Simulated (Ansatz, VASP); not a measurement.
**One calculation of Fe, two programs**

```
CELL_PARAMETERS angstrom
3.68390 0.00000 0.00000
-1.84195 3.19035 0.00000
0.00000 0.00000 4.15376
ATOMIC_POSITIONS crystal
Fe 0.00000 0.00000 0.25000
Fe 0.00000 0.00000 0.75000
Fe 0.33333 0.66667 0.75000
Fe 0.66667 0.33333 0.25000
```

Alike in both runs: functional PBEsol; k mesh 6 × 6 × 4; occupations gaussian, width 0.1 eV; no spin polarisation.

Ansatz relaxed the structure, and its values are those at the end. VASP's run is a single point on that final structure, the one shown.

```csv
,VASP,Ansatz
version,VASP 6.6.1,Ansatz 0.2.0
potentials or method,"VASP PAW PBE potentials, release 64 (Fe)","scalar-relativistic, plane waves, PAW"
plane-wave cutoff (eV),520,420
valence electrons in the cell,32,64
```

```csv
,VASP,Ansatz,Ansatz less VASP
gap on the k mesh at the Fermi level (eV),none,none,-
pressure (GPa),-0.9,0.3,+1.19
```

A gap of «none» marks a metal or a gap that the smearing closes. With one functional, cell and mesh, what is left measures potentials, basis and numerics. The two sets of potentials don't hold the same shells in valence.

Caveats: the k mesh is coarse (spacing up to 0.38 Å⁻¹), so the values aren't converged; the PAW data sets were made with another functional, which shifts forces and pressure a little (VASP); the run has no spin polarisation, though such a crystal can be magnetic. Spin polarisation is off, so any magnetic state and its effect on volume and gap are missing.
